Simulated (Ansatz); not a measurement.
**LiF: a single-point run**

Aim: a sound single-point run of LiF. The structure is shown as the input types it. The cell is built on a prototype (zincblende) and needn't be the phase found in nature.

Computed with Ansatz 0.2.0 (density functional or hybrid calculation with the settings of its input, plane waves (as first typed), unless a step's input says otherwise).

2 further runs of the same task are left out: 2 that didn't finish.

## 1. The system as given

The structure is cubic, space group F-43m (No. 216). Conventional cell: a = 4.289 Å, b = 4.289 Å, c = 4.289 Å, α = 90.00°, β = 90.00°, γ = 90.00°. Li (site symmetry -43m) is surrounded by 4 F at 1.86 Å. Around F (site symmetry -43m) lie 4 Li at 1.86 Å.

Coordinates:

```
Li F
1.0
     0.00000    2.14461    2.14461
     2.14461    0.00000    2.14461
     2.14461    2.14461    0.00000
Li F
1 1
Direct
  0.00000 0.00000 0.00000
  0.25000 0.25000 0.25000
```

## 2. The run

input.yaml reads:

```yaml
crystal:
  lattice:
    - [0.0, 2.1446105498, 2.1446105498]
    - [2.1446105498, 0.0, 2.1446105498]
    - [2.1446105498, 2.1446105498, 0.0]
  atoms:
    - { symbol: Li, position: [0.0, 0.0, 0.0] }
    - { symbol: F, position: [0.25, 0.25, 0.25] }
kpoints:
  mp_grid: { grid: [8, 8, 8] }
hamiltonian:
  xc: r2scan
scf:
  occupations: { method: methfessel_paxton, width: 1.5 }
  n_extra_bands: 4
output:
  forces: true
  stress: true
  eigenvalues: true
```

Launch:

```console
$ ansatz run input.yaml --threads 4 --pin off --max-ram 3686MiB --backend cpu --events-out ev --progress --plain --runs-dir out
```

Q: Will this input give a usable result? If not, why, and what should change?

This run ends as converged. That alone doesn't make the input a sound one.

The suspect setting: scf.occupations.method is methfessel_paxton; scf.occupations.width is 1.5. A smearing of this width stands for electrons at many thousands of kelvin; it empties bonding states and fills antibonding ones.

The test: delete scf.occupations.width (the default then holds) and set scf.occupations.method to fixed.
